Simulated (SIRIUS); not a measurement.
**Pt in SIRIUS: convergence with gk cutoff**

Input of the first run (gk cutoff 1.98 1/bohr); the others differ in this setting and in those tied to it:

sirius.json

```json
{
  "control": {
    "processing_unit": "cpu",
    "std_evp_solver_name": "lapack",
    "gen_evp_solver_name": "lapack",
    "verbosity": 2,
    "print_forces": true,
    "ortho_rf": true,
    "use_second_variation": true,
    "rmt_max": 3.0,
    "num_bands_to_print": 24,
    "save_wf": true
  },
  "parameters": {
    "electronic_structure_method": "full_potential_lapwlo",
    "xc_functionals": ["XC_GGA_X_PBE", "XC_GGA_C_PBE"],
    "core_relativity": "dirac",
    "valence_relativity": "iora",
    "num_fv_states": 24,
    "smearing": "fermi_dirac",
    "smearing_width": 0.0018374661,
    "pw_cutoff": 20,
    "gk_cutoff": 1.98,
    "lmax_apw": 10,
    "lmax_rho": 8,
    "lmax_pot": 8,
    "num_mag_dims": 0,
    "auto_rmt": 0,
    "ngridk": [12, 12, 12],
    "shiftk": [0, 0, 0],
    "num_dft_iter": 80,
    "energy_tol": 1e-07,
    "density_tol": 1e-05,
    "use_symmetry": true
  },
  "settings": {"tol_ne": 1e-10},
  "iterative_solver": {"type": "exact"},
  "mixer": {"type": "anderson", "beta": 0.5, "max_history": 8},
  "unit_cell": {
    "lattice_vectors": [
      [-2.9937419212, 2.9937419212, 2.9937419212],
      [2.9937419212, -2.9937419212, 2.9937419212],
      [2.9937419212, 2.9937419212, -2.9937419212]
    ],
    "atom_types": ["Pt"],
    "atom_files": {"Pt": "Pt.json"},
    "atoms": {"Pt": [[0.0, 0.0, 0.0]]}
  }
}
```

File Pt.json:

```json
{
  "name": "platinum",
  "symbol": "Pt",
  "number": 78,
  "mass": 195.084,
  "rmin": 1e-06,
  "rmt": 2.55,
  "nrmt": 800,
  "rinf": 13.69,
  "core": "1s2s2p3s3p3d4s4p4d",
  "valence": [
    {"basis": [{"enu": 0.2, "dme": 0, "n": 0, "auto": 0}, {"enu": 0.2, "dme": 1, "n": 0, "auto": 0}]},
    {"l": 0, "n": 1, "basis": [{"enu": 0.3, "dme": 0, "n": 0, "auto": 0}]},
    {"l": 1, "n": 2, "basis": [{"enu": 0.3, "dme": 0, "n": 0, "auto": 0}]},
    {"l": 2, "n": 3, "basis": [{"enu": 0.3, "dme": 0, "n": 0, "auto": 0}]},
    {"l": 3, "n": 4, "basis": [{"enu": 0.3, "dme": 0, "n": 0, "auto": 0}]},
    {"l": 4, "n": 5, "basis": [{"enu": 0.3, "dme": 0, "n": 0, "auto": 0}]}
  ],
  "lo": [
    {"l": 0, "basis": [{"enu": 0.3, "dme": 0, "n": 0, "auto": 0}, {"enu": 0.3, "dme": 1, "n": 0, "auto": 0}]},
    {
      "l": 0,
      "basis": [{"enu": -3.2187, "dme": 0, "n": 5, "auto": 1}, {"enu": -3.2187, "dme": 1, "n": 5, "auto": 1}]
    },
    {"l": 0, "basis": [{"enu": -3.2187, "dme": 1, "n": 5, "auto": 1}, {"enu": 0.3, "dme": 0, "n": 0, "auto": 0}]},
    {"l": 0, "basis": [{"enu": 0.3, "dme": 0, "n": 0, "auto": 0}, {"enu": 2.7606, "dme": 0, "n": 0, "auto": 0}]},
    {"l": 1, "basis": [{"enu": 0.3, "dme": 0, "n": 0, "auto": 0}, {"enu": 0.3, "dme": 1, "n": 0, "auto": 0}]},
    {
      "l": 1,
      "basis": [{"enu": -1.5442, "dme": 0, "n": 5, "auto": 1}, {"enu": -1.5442, "dme": 1, "n": 5, "auto": 1}]
    },
    {"l": 1, "basis": [{"enu": -1.5442, "dme": 1, "n": 5, "auto": 1}, {"enu": 0.3, "dme": 0, "n": 0, "auto": 0}]},
    {"l": 1, "basis": [{"enu": 0.3, "dme": 0, "n": 0, "auto": 0}, {"enu": 3.1297, "dme": 0, "n": 0, "auto": 0}]},
    {"l": 2, "basis": [{"enu": 0.3, "dme": 0, "n": 0, "auto": 0}, {"enu": 0.3, "dme": 1, "n": 0, "auto": 0}]},
    {"l": 2, "basis": [{"enu": 0.3, "dme": 1, "n": 0, "auto": 0}, {"enu": 0.3, "dme": 2, "n": 0, "auto": 0}]},
    {"l": 2, "basis": [{"enu": 0.3, "dme": 0, "n": 0, "auto": 0}, {"enu": 2.6991, "dme": 0, "n": 0, "auto": 0}]},
    {"l": 3, "basis": [{"enu": 0.3, "dme": 0, "n": 0, "auto": 0}, {"enu": 0.3, "dme": 1, "n": 0, "auto": 0}]},
    {
      "l": 3,
      "basis": [{"enu": -2.0856, "dme": 0, "n": 4, "auto": 1}, {"enu": -2.0856, "dme": 1, "n": 4, "auto": 1}]
    },
    {"l": 3, "basis": [{"enu": -2.0856, "dme": 1, "n": 4, "auto": 1}, {"enu": 0.3, "dme": 0, "n": 0, "auto": 0}]},
    {"l": 3, "basis": [{"enu": 0.3, "dme": 0, "n": 0, "auto": 0}, {"enu": 3.8679, "dme": 0, "n": 0, "auto": 0}]},
    {"l": 4, "basis": [{"enu": 0.3, "dme": 0, "n": 0, "auto": 0}, {"enu": 0.3, "dme": 1, "n": 0, "auto": 0}]},
    {"l": 4, "basis": [{"enu": 0.3, "dme": 0, "n": 0, "auto": 0}, {"enu": 3.2527, "dme": 0, "n": 0, "auto": 0}]}
  ],
  "free_atom": [... radial grid and density of the free atom, the start of the SCF ...]
}
```

The input sirius_start.json:

```json
{
  "control": {
    "processing_unit": "cpu",
    "std_evp_solver_name": "lapack",
    "gen_evp_solver_name": "lapack",
    "verbosity": 1,
    "print_forces": false,
    "ortho_rf": true,
    "use_second_variation": true,
    "rmt_max": 3.0,
    "num_bands_to_print": 24,
    "save_wf": false
  },
  "parameters": {
    "electronic_structure_method": "full_potential_lapwlo",
    "xc_functionals": ["XC_LDA_X", "XC_LDA_C_PW"],
    "core_relativity": "dirac",
    "valence_relativity": "iora",
    "num_fv_states": 24,
    "smearing": "fermi_dirac",
    "smearing_width": 0.0055123983,
    "pw_cutoff": 20,
    "gk_cutoff": 1.59,
    "lmax_apw": 10,
    "lmax_rho": 8,
    "lmax_pot": 8,
    "num_mag_dims": 0,
    "auto_rmt": 0,
    "ngridk": [5, 5, 5],
    "shiftk": [0, 0, 0],
    "num_dft_iter": 30,
    "energy_tol": 0.01,
    "density_tol": 0.05,
    "use_symmetry": true
  },
  "settings": {"tol_ne": 1e-10},
  "iterative_solver": {"type": "exact"},
  "mixer": {"type": "anderson", "beta": 0.5, "max_history": 8},
  "unit_cell": {
    "lattice_vectors": [
      [-2.9937419212, 2.9937419212, 2.9937419212],
      [2.9937419212, -2.9937419212, 2.9937419212],
      [2.9937419212, 2.9937419212, -2.9937419212]
    ],
    "atom_types": ["Pt"],
    "atom_files": {"Pt": "Pt.json"},
    "atoms": {"Pt": [[0.0, 0.0, 0.0]]}
  }
}
```

Potentials or basis: all-electron FP-LAPW, apw+lo standard.

Command:

```sh
$ OMP_NUM_THREADS=1 sirius.scf --input=sirius_start.json --output=start.json
$ OMP_NUM_THREADS=1 sirius.scf --input=sirius.json --output=output.json --task=1
```

This isn't the form of Pt at room conditions, which is fcc.

Hardware: 1 thread of Arm Neoverse V1, with other jobs on the host.

```csv
gk cutoff,"energy less the tightest run, at zero smearing (meV/atom)",SCF cycles,CPU time (s),peak memory (GiB)
1.98 1/bohr,4373.25,8,39,0.28
2.35 1/bohr,1511.65,8,39,0.29
2.71 1/bohr,471.65,8,40,0.3
3.07 1/bohr,112.67,8,42,0.31
3.43 1/bohr,26.03,7,40,0.32
3.79 1/bohr,5.08,7,45,0.36
4.15 1/bohr,0.00,7,52,0.43
```

Not settled before the last step: the energy (to 1 meV/atom). The tightest run that finished is the yardstick and may itself not be fully converged.

Spin-orbit coupling is left out, which matters for the levels of Pt.
